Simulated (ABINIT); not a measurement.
## InP (F-43m): G0W0 with ABINIT, start to end

Wanted: ground state, empty states, screening and self-energy for InP (F-43m).

Main program and level: ABINIT 10.8.3; PBE and many-body steps on it, plane waves.

The database entry behind the starting cell differs from later determinations by our own check (0.1 to 0.3 % short, probably kX units), so it need not match the best structure at ambient conditions.

**1. The starting structure**

It takes space group F-43m (No. 216, cubic). The conventional cell has a = 5.861 Å, b = 5.861 Å, c = 5.861 Å, α = 90.00°, β = 90.00°, γ = 90.00°. Nearest to In lie 4 P at 2.54 Å. Nearest to P lie 4 In at 2.54 Å. Farther neighbours are not listed.

The cell and positions come from the Crystallography Open Database and are kept as given unless a step says otherwise.

**2. Ground state**

This step: ABINIT 10.8.3; DFT, PBE with spin-orbit coupling, plane waves, norm-conserving pseudopotentials.

The ground-state density comes first.

run.abi reads:

```
acell 3*1.0 Angstrom
rprim 
  -0.000000000000 2.930500000000 2.930500000000
  2.930500000000 -0.000000000000 2.930500000000
  2.930500000000 2.930500000000 -0.000000000000
ntypat 2
znucl 49 15
natom 2
typat 1 2
xred 
  0.000000000000 0.000000000000 0.000000000000
  0.250000000000 0.250000000000 0.250000000000
pp_dirpath "pseudos"
pseudos "In.upf, P.upf"
ecut 31
nspinor 2
ngkpt 6 6 6
nshiftk 1
shiftk 0 0 0
kptopt 1
chksymbreak 0
nband 28
occopt 1
tolvrs 1e-10
nstep 60
prtwf 0
optforces 0
optstress 0
indata_prefix "in"
outdata_prefix "out"
tmpdata_prefix "tmp"
```

Command:

```
$ OMP_NUM_THREADS=1 mpirun -n 4 abinit run.abi > log
```

Numbers of over 12 decimals in the logs are rounded to 6 here.

What it wrote:

```text
.Version 10.8.3 of ABINIT. v10.8.2 released Aug 2026.

 Symmetries : space group F-4 3 m (#216); Bravais cF (face-center cubic)
================================================================================
 Values of the parameters that define the memory need of the present run
     intxc =       0    ionmov =       0      iscf =       7    lmnmax =      15
     lnmax =      15     mgfft =      40  mpssoang =       5    mqgrid =    3001
     natom =       2  nloc_mem =       1    nspden =       1   nspinor =       2
    nsppol =       1      nsym =      24    n1xccc =    2501    ntypat =       2
    occopt =       1   xclevel =       2
-    mband =          28        mffmem =           1         mkmem =           4
       mpw =        2822          nfft =       64000          nkpt =          16
================================================================================
  Rough estimation (10% accuracy) of disk space for files :
================================================================================

--------------------------------------------------------------------------------
------------- Echo of variables that govern the present computation ------------
--------------------------------------------------------------------------------
 -outvars: echo values of preprocessed input variables --------
            acell      1.8897261259E+00  1.8897261259E+00  1.8897261259E+00 Bohr

      chksymbreak           0
             ecut      3.10000000E+01 Hartree
-          fftalg         312

              ixc     -101130
              kpt      0.00000000E+00  0.00000000E+00  0.00000000E+00
                       1.66666667E-01  0.00000000E+00  0.00000000E+00
                       3.33333333E-01  0.00000000E+00  0.00000000E+00
                       5.00000000E-01  0.00000000E+00  0.00000000E+00
                       1.66666667E-01  1.66666667E-01  0.00000000E+00
                       3.33333333E-01  1.66666667E-01  0.00000000E+00
                       5.00000000E-01  1.66666667E-01  0.00000000E+00
                      -3.33333333E-01  1.66666667E-01  0.00000000E+00
                      -1.66666667E-01  1.66666667E-01  0.00000000E+00
   [... 5 further rows ...]
                      -3.33333333E-01  3.33333333E-01  1.66666667E-01
                      -3.33333333E-01  5.00000000E-01  1.66666667E-01
         kptrlatt        6    0    0      0    6    0      0    0    6
          kptrlen      4.69901511E+01
P           mkmem           4
            natom           2
            nband          28
            ngfft          40      40      40
             nkpt          16
          nspinor           2
            nstep          60
             nsym          24
           ntypat           2
              occ      1.000000  1.000000  1.000000  1.000000  1.000000  1.000000
                       1.000000  1.000000  1.000000  1.000000  1.000000  1.000000
                       1.000000  1.000000  1.000000  1.000000  1.000000  1.000000
                       0.000000  0.000000  0.000000  0.000000  0.000000  0.000000
                       0.000000  0.000000  0.000000  0.000000
        optforces           0
        optstress           0
            prtwf           0
            rprim     -0.0000000000E+00  2.9305000000E+00  2.9305000000E+00
[...]
spgroup         216

           tolvrs      1.00000000E-10

             xred      0.0000000000E+00  0.0000000000E+00  0.0000000000E+00
[...]
znucl       49.00000   15.00000

================================================================================

 chkinp: Checking input parameters for consistency.

================================================================================
== DATASET  1 ==================================================================
-   mpi_nproc: 4, omp_nthreads: 1 (-1 if OMP is not activated)

--- !DatasetInfo
iteration_state: {dtset: 1, }
dimensions: {natom: 2, nkpt: 16, mband: 28, nsppol: 1, nspinor: 2, nspden: 1, mpw: 2822, }
cutoff_energies: {ecut:  31.0, pawecutdg:  -1.0, }
electrons: {nelect:   1.80000000E+01, charge:   0.00000000E+00, occopt:   1.00000000E+00, tsmear:   1.00000000E-02, }

 Real(R)+Recip(G) space primitive vectors, cartesian coordinates (Bohr,Bohr^-1):
 R(1)=  0.0000000  5.5378424  5.5378424  G(1)= -0.0902879  0.0902879  0.0902879
 R(2)=  5.5378424  0.0000000  5.5378424  G(2)=  0.0902879 -0.0902879  0.0902879
 R(3)=  5.5378424  5.5378424  0.0000000  G(3)=  0.0902879  0.0902879 -0.0902879
 Unit cell volume ucvol=  3.3966576E+02 bohr^3
 Angles (23,13,12)=  6.00000000E+01  6.00000000E+01  6.00000000E+01 degrees

 getcut: wavevector=  0.0000  0.0000  0.0000  ngfft=  40  40  40
         ecut(hartree)=     31.000   => boxcut(ratio)=   2.03779

--- Pseudopotential description ------------------------------------------------
- In Generated using ONCVPSP code by D. R. Hamann
- 49.00000  13.00000  180423                  znucl, zion, pspdat
12 -101130 2 -1 1986                          pspcod,pspxc,lmax,lloc,mmax
     nproj     2     4     2     0
     spin-orbit psp
        nprojso     4     3     0
  pspatm : epsatm=   25.32731529
         --- l  ekb(1:nproj) -->
[...]
1    6.016821    1.017828    0.037194    0.000172
[...]
spin-orbit 1    1.025479   -0.347638    0.083658   -0.005251
  spin-orbit 2    0.041541    0.016644   -0.000153
 pspatm: atomic psp has been read  and splines computed

- P Generated using ONCVPSP code by D. R. Hamann
- 15.00000   5.00000  180423                  znucl, zion, pspdat
12 -101130 2 -1 1298                          pspcod,pspxc,lmax,lloc,mmax
     nproj     2     3     2     0
     spin-orbit psp
        nprojso     3     3     0
  pspatm : epsatm=    8.06211112
         --- l  ekb(1:nproj) -->
[...]
1    3.371810    0.885290    0.000254
             2   -3.154886   -0.827406
  spin-orbit 1    0.099751   -0.022775    0.007813
  spin-orbit 2    0.001367    0.000277   -0.000084
 pspatm: atomic psp has been read  and splines computed

   6.01009675E+02                                ecore*ucvol(ha*bohr**3)
--------------------------------------------------------------------------------

_setup2: Arith. and geom. avg. npw (full set) are    2798.199    2798.174

================================================================================

--- !BeginCycle
iteration_state: {dtset: 1, }
solver: {iscf: 7, nstep: 60, nline: 4, wfoptalg: 0, }
tolerances: {tolvrs: 1.00E-10, }

     iter   Etot(hartree)      deltaE(h)  residm     vres2
 ETOT  1  -72.756939469593    -7.276E+01 5.577E-01 1.857E+02
 ETOT  2  -73.350066027411    -5.931E-01 1.760E-02 6.300E+01
 ETOT  3  -73.361230827867    -1.116E-02 1.124E-02 2.195E+00
 ETOT  4  -73.361472462236    -2.416E-04 7.423E-03 1.883E-01
 ETOT  5  -73.361485415646    -1.295E-05 1.142E-02 1.406E-02
 ETOT  6  -73.361486919837    -1.504E-06 9.505E-04 2.689E-03
 ETOT  7  -73.361487409826    -4.900E-07 9.848E-04 3.665E-05
 ETOT  8  -73.361487417458    -7.631E-09 1.753E-04 3.813E-07
 ETOT  9  -73.361487417579    -1.215E-10 8.538E-05 1.266E-07
 ETOT 10  -73.361487417600    -2.063E-11 1.119E-04 4.951E-09
 ETOT 11  -73.361487417601    -1.137E-12 2.595E-05 1.411E-10
 ETOT 12  -73.361487417600     1.322E-12 6.858E-05 1.514E-11

 At SCF step   12       vres2   =  1.51E-11 < tolvrs=  1.00E-10 =>converged.

--- !ResultsGS
iteration_state: {dtset: 1, }
comment   : Summary of ground state results
lattice_vectors:
- [ -0.0000000,   5.5378424,   5.5378424, ]
- [  5.5378424,  -0.0000000,   5.5378424, ]
- [  5.5378424,   5.5378424,  -0.0000000, ]
lattice_lengths: [   7.83169,    7.83169,    7.83169, ]
lattice_angles: [ 60.000,  60.000,  60.000, ] # degrees, (23, 13, 12)
lattice_volume:   3.3966576E+02
convergence: {deltae:  1.322E-12, res2:  1.514E-11, residm:  6.858E-05, diffor:  0.000E+00, }
etotal    :  -7.33614874E+01
entropy   :   0.00000000E+00
fermie    :   1.65625457E-01
cartesian_stress_tensor: null
pressure_GPa: null
xred      :
- [  0.0000E+00,   0.0000E+00,   0.0000E+00, In]
- [  2.5000E-01,   2.5000E-01,   2.5000E-01,  P]
cartesian_forces: null
force_length_stats: {min: null, max: null, mean: null, }

 Integrated electronic density in atomic spheres:
 ------------------------------------------------
 Atom  Sphere_radius  Integrated_density
    1        2.00000          9.91935917
    2        2.00000          2.78187175
================================================================================

 ----iterations are completed or convergence reached----

 Mean square residual over all n,k,spin=   19.849E-08; max=  68.578E-06
 reduced coordinates (array xred) for    2 atoms
       0.000000000000      0.000000000000      0.000000000000
       0.250000000000      0.250000000000      0.250000000000
 rms dE/dt=  0.0000E+00; max dE/dt=  0.0000E+00; dE/dt below (all hartree)
    1       0.000000000000      0.000000000000      0.000000000000
    2       0.000000000000      0.000000000000      0.000000000000

 cartesian coordinates (angstrom) at end:
    1      0.000000     0.000000     0.000000
    2      1.465250     1.465250     1.465250
 length scales=  1.889726125908  1.889726125908  1.889726125908 bohr
              =  1.000000000000  1.000000000000  1.000000000000 angstroms
 prteigrs : about to open file out_EIG
 Fermi (or HOMO) energy (hartree) =   0.16563   Average Vxc (hartree)=  -0.34603
 Eigenvalues (hartree) for nkpt=  16  k points:
 kpt#   1, nband= 28, wtk=  0.00463, kpt=  0.0000  0.0000  0.0000 (reduced coord)
  -0.37523   -0.37523   -0.37523   -0.37523   -0.34641   -0.34641   -0.34269   -0.34269
  -0.34269   -0.34269   -0.25881   -0.25881    0.16199    0.16199    0.16563    0.16563
   0.16563    0.16563    0.19069    0.19069    0.30332    0.30332    0.32010    0.32010
   0.32010    0.32010    0.48023    0.48023
 prteigrs : prtvol=0 or 1, do not print more k-points.

--- !EnergyTerms
iteration_state     : {dtset: 1, }
comment             : Components of total free energy in Hartree
kinetic             :  4.43889253956557E+01
hartree             :  1.84002963616234E+01
xc                  : -2.20983013100777E+01
Ewald energy        : -4.48602020677458E+01
psp_core            :  1.76941493507874E+00
local_psp           : -5.71788767224867E+01
non_local_psp       : -1.37827440096471E+01
total_energy        : -7.33614874175995E+01
total_energy_eV     : -1.99626776969998E+03
band_energy         : -3.60048338512375E+00

== END DATASET(S) ==============================================================
================================================================================

 -outvars: echo values of variables after computation  --------
           etotal     -7.3361487418E+01
            nband          28
             nkpt          16
          spgroup         216
 [... the other variables as echoed above ...]

 Calculation completed.
```

It took 32 s on 4 MPI ranks of Arm Neoverse V2, shared host; peak memory 0.33 GiB; 2.1 min of CPU time.

Numbers from this step:

* total energy: -1996.2678 eV
* gap: 0.6819 eV
* k of the valence top: 0, 0, 0
* k of the conduction bottom: 0, 0, 0
* least direct gap: 0.6819 eV

The gap is direct, at Γ.

**3. Bands along the symmetry lines**

Levels along a band path, at the cheap level, show where the edges lie and whether the meshes to come will hold them.

run.abi reads:

```
acell 3*1.0 Angstrom
rprim 
  -0.000000000000 2.930500000000 2.930500000000
  2.930500000000 -0.000000000000 2.930500000000
  2.930500000000 2.930500000000 -0.000000000000
ntypat 2
znucl 49 15
natom 2
typat 1 2
xred 
  0.000000000000 0.000000000000 0.000000000000
  0.250000000000 0.250000000000 0.250000000000
pp_dirpath "pseudos"
pseudos "In.upf, P.upf"
ecut 31
nspinor 2
iscf -2
irdden 1
kptopt 0
nkpt 26
kpt 
  0.00000000 0.00000000 0.00000000
  -0.12500000 -0.12500000 0.00000000
  -0.25000000 -0.25000000 0.00000000
  -0.37500000 -0.37500000 0.00000000
  -0.50000000 -0.50000000 0.00000000
  -0.46875000 -0.46875000 0.06250000
  -0.43750000 -0.43750000 0.12500000
  -0.40625000 -0.40625000 0.18750000
  -0.37500000 -0.37500000 0.25000000
  -0.37500000 0.00000000 0.37500000
  -0.28125000 0.00000000 0.28125000
  -0.18750000 0.00000000 0.18750000
  -0.09375000 0.00000000 0.09375000
  0.00000000 0.00000000 0.00000000
  0.00000000 0.00000000 0.12500000
  0.00000000 0.00000000 0.25000000
  0.00000000 0.00000000 0.37500000
  -0.00000000 -0.00000000 0.50000000
  -0.12500000 -0.06250000 0.43750000
  -0.25000000 -0.12500000 0.37500000
  -0.37500000 -0.18750000 0.31250000
  -0.50000000 -0.25000000 0.25000000
  -0.50000000 -0.31250000 0.18750000
  -0.50000000 -0.37500000 0.12500000
  -0.50000000 -0.43750000 0.06250000
  -0.50000000 -0.50000000 0.00000000
istwfk *1
nband 34
nbdbuf 6
tolwfr 1e-08
nstep 40
prtwf 0
prtvol 0
indata_prefix "in"
outdata_prefix "out"
tmpdata_prefix "tmp"
```

What it wrote:

```text
.Version 10.8.3 of ABINIT. v10.8.2 released Aug 2026.

 Symmetries : space group F-4 3 m (#216); Bravais cF (face-center cubic)
[... echo of the input left out ...]
== DATASET  1 ==================================================================
-   mpi_nproc: 4, omp_nthreads: 1 (-1 if OMP is not activated)

--- !DatasetInfo
iteration_state: {dtset: 1, }
dimensions: {natom: 2, nkpt: 26, mband: 34, nsppol: 1, nspinor: 2, nspden: 1, mpw: 2826, }
cutoff_energies: {ecut:  31.0, pawecutdg:  -1.0, }
electrons: {nelect:   1.80000000E+01, charge:   0.00000000E+00, occopt:   1.00000000E+00, tsmear:   1.00000000E-02, }

 Real(R)+Recip(G) space primitive vectors, cartesian coordinates (Bohr,Bohr^-1):
 R(1)=  0.0000000  5.5378424  5.5378424  G(1)= -0.0902879  0.0902879  0.0902879
 R(2)=  5.5378424  0.0000000  5.5378424  G(2)=  0.0902879 -0.0902879  0.0902879
 R(3)=  5.5378424  5.5378424  0.0000000  G(3)=  0.0902879  0.0902879 -0.0902879
 Unit cell volume ucvol=  3.3966576E+02 bohr^3
 Angles (23,13,12)=  6.00000000E+01  6.00000000E+01  6.00000000E+01 degrees

 getcut: wavevector=  0.0000  0.0000  0.0000  ngfft=  40  40  40
         ecut(hartree)=     31.000   => boxcut(ratio)=   2.03779

--- Pseudopotential description ------------------------------------------------
- In Generated using ONCVPSP code by D. R. Hamann
- 49.00000  13.00000  180423                  znucl, zion, pspdat
12 -101130 2 -1 1986                          pspcod,pspxc,lmax,lloc,mmax
     nproj     2     4     2     0
     spin-orbit psp
        nprojso     4     3     0
  pspatm : epsatm=   25.32731529
         --- l  ekb(1:nproj) -->
             0    1.932747   13.004551
             1    6.016821    1.017828    0.037194    0.000172
             2   -4.038901   -1.236837
  spin-orbit 1    1.025479   -0.347638    0.083658   -0.005251
  spin-orbit 2    0.041541    0.016644   -0.000153
 pspatm: atomic psp has been read  and splines computed

- P Generated using ONCVPSP code by D. R. Hamann
- 15.00000   5.00000  180423                  znucl, zion, pspdat
12 -101130 2 -1 1298                          pspcod,pspxc,lmax,lloc,mmax
     nproj     2     3     2     0
     spin-orbit psp
        nprojso     3     3     0
  pspatm : epsatm=    8.06211112
         --- l  ekb(1:nproj) -->
             0    1.052847    6.598958
             1    3.371810    0.885290    0.000254
[...]
spin-orbit 1    0.099751   -0.022775    0.007813
  spin-orbit 2    0.001367    0.000277   -0.000084
 pspatm: atomic psp has been read  and splines computed

--------------------------------------------------------------------------------

================================================================================
 prteigrs : about to open file out_EIG
 Non-SCF case, kpt    1 (  0.00000  0.00000  0.00000), residuals and eigenvalues=
  3.00E-09  5.09E-09  6.68E-09  8.29E-09  3.06E-09  4.45E-09  2.34E-09  4.84E-09
[...]
1.77E-04  1.37E-04
[...]
5.2389E-01  5.2389E-01  5.9646E-01  5.9712E-01
 Non-SCF case, kpt    3 ( -0.25000 -0.25000  0.00000), residuals and eigenvalues=
[...]
7.33E-05  5.63E-05
[...]
Non-SCF case, kpt   25 ( -0.50000 -0.43750  0.06250), residuals and eigenvalues=
[...]
Non-SCF case, kpt   26 ( -0.50000 -0.50000  0.00000), residuals and eigenvalues=
[...]
2.2917E-01  2.2917E-01  2.4778E-01  2.4778E-01  5.0386E-01  5.0386E-01
  5.1109E-01  5.1109E-01  5.2105E-01  5.2105E-01  5.6135E-01  5.6135E-01
[...]
--- !ResultsGS
iteration_state: {dtset: 1, }
comment   : Summary of ground state results
lattice_vectors:
- [ -0.0000000,   5.5378424,   5.5378424, ]
- [  5.5378424,  -0.0000000,   5.5378424, ]
- [  5.5378424,   5.5378424,  -0.0000000, ]
lattice_lengths: [   7.83169,    7.83169,    7.83169, ]
lattice_angles: [ 60.000,  60.000,  60.000, ] # degrees, (23, 13, 12)
lattice_volume:   3.3966576E+02
convergence: {deltae:  0.000E+00, res2:  0.000E+00, residm:  9.986E-09, diffor:  0.000E+00, }
etotal    :  -7.33614874E+01
entropy   :   0.00000000E+00
fermie    :   1.65625457E-01
cartesian_stress_tensor: null
pressure_GPa: null
xred      :
- [  0.0000E+00,   0.0000E+00,   0.0000E+00, In]
- [  2.5000E-01,   2.5000E-01,   2.5000E-01,  P]
cartesian_forces: null
force_length_stats: {min: null, max: null, mean: null, }

 Integrated electronic density in atomic spheres:
 ------------------------------------------------
 Atom  Sphere_radius  Integrated_density
[...]
================================================================================

 ----iterations are completed or convergence reached----

 Mean square residual over all n,k,spin=   61.363E-10; max=  99.860E-10
 reduced coordinates (array xred) for    2 atoms
       0.000000000000      0.000000000000      0.000000000000
       0.250000000000      0.250000000000      0.250000000000

 cartesian coordinates (angstrom) at end:
    1      0.000000     0.000000     0.000000
    2      1.465250     1.465250     1.465250
 length scales=  1.889726125908  1.889726125908  1.889726125908 bohr
              =  1.000000000000  1.000000000000  1.000000000000 angstroms
 prteigrs : about to open file out_EIG
 Eigenvalues (hartree) for nkpt=  26  k points:
 kpt#   1, nband= 34, wtk=  1.00000, kpt=  0.0000  0.0000  0.0000 (reduced coord)
[...]
kpt#   2, nband= 34, wtk=  1.00000, kpt= -0.1250 -0.1250  0.0000 (reduced coord)
[...]
kpt#   3, nband= 34, wtk=  1.00000, kpt= -0.2500 -0.2500  0.0000 (reduced coord)
[...]
kpt#  25, nband= 34, wtk=  1.00000, kpt= -0.5000 -0.4375  0.0625 (reduced coord)
[...]
0.60178    0.60184
 kpt#  26, nband= 34, wtk=  1.00000, kpt= -0.5000 -0.5000  0.0000 (reduced coord)
[...]
0.08088    0.08088    0.22917    0.22917    0.24778    0.24778    0.50386    0.50386
   0.51109    0.51109    0.52105    0.52105    0.56135    0.56135    0.59817    0.59825
   0.59887    0.59895

== END DATASET(S) ==============================================================
================================================================================

 -outvars: echo values of variables after computation  --------
            nband          34
             nkpt          26
          spgroup         216
 [... the other variables as echoed above ...]

 Calculation completed.
```

Run time: 33 s. Hardware: 4 MPI ranks; peak memory 0.33 GiB.

This step gave:

* gap: 0.6819 eV
* k of the valence top: 0, 0, 0
* k of the conduction bottom: 0, 0, 0
* least direct gap: 0.6819 eV

The gap is 0.682 eV, as in the run before at this level.

The electronic bands at the labelled points (eV, zero at the top of the highest filled band):

```csv
point,band 15,band 16,band 17,band 18,band 19,band 20,band 21,band 22
Γ,0.00,0.00,0.00,0.00,0.68,0.68,3.75,3.75
halfway,-1.49,-1.49,-1.40,-1.40,2.45,2.45,3.11,3.11
X,-2.40,-2.40,-2.31,-2.31,1.73,1.73,2.24,2.24
halfway,-2.83,-2.75,-2.26,-2.25,2.00,2.01,2.83,2.86
U,-3.39,-3.30,-1.98,-1.97,2.32,2.33,4.35,4.37
jump to K,-3.39,-3.30,-1.98,-1.97,2.32,2.33,4.35,4.37
halfway,-2.09,-2.00,-0.61,-0.59,2.80,2.80,4.55,4.73
Γ,0.00,0.00,0.00,0.00,0.68,0.68,3.75,3.75
halfway,-0.64,-0.64,-0.55,-0.54,1.76,1.76,4.61,4.61
L,-1.06,-1.06,-0.95,-0.95,1.47,1.47,4.68,4.68
halfway,-2.77,-2.68,-1.70,-1.62,3.12,3.15,4.11,4.19
W,-3.07,-2.99,-2.93,-2.88,4.26,4.27,4.34,4.37
halfway,-2.78,-2.69,-2.64,-2.62,2.62,2.69,3.07,3.08
X,-2.40,-2.40,-2.31,-2.31,1.73,1.73,2.24,2.24
```

(Continued in part 2 of 2.)

[Paths, hosts, dates, memory and timing lines, banners, echoed tables and standing remarks are left out of the program output.]

[Logs are printed without paths, hosts, clocks, repeated set-up lines and the standing remarks that a program may print on its own settings, such as how far it seeks lower states.]

[Runs of the session that timed out or met a known fault of the program may be left out.]

[Hosts, paths, dates, database ids (printed as entryN), source tags and the programs' standing remarks are cut or masked in the printed files.]

[G0W0 gaps are taken among the corrected bands and points alone; a level outside them can change the order at an edge.]

[Where Ansatz stands beside ABINIT at settings called matched, ABINIT's density can come from a denser mesh and the files from another edition; pairs whose starting gaps differed by over 0.03 eV were left out, so agreement reads better than it is.]
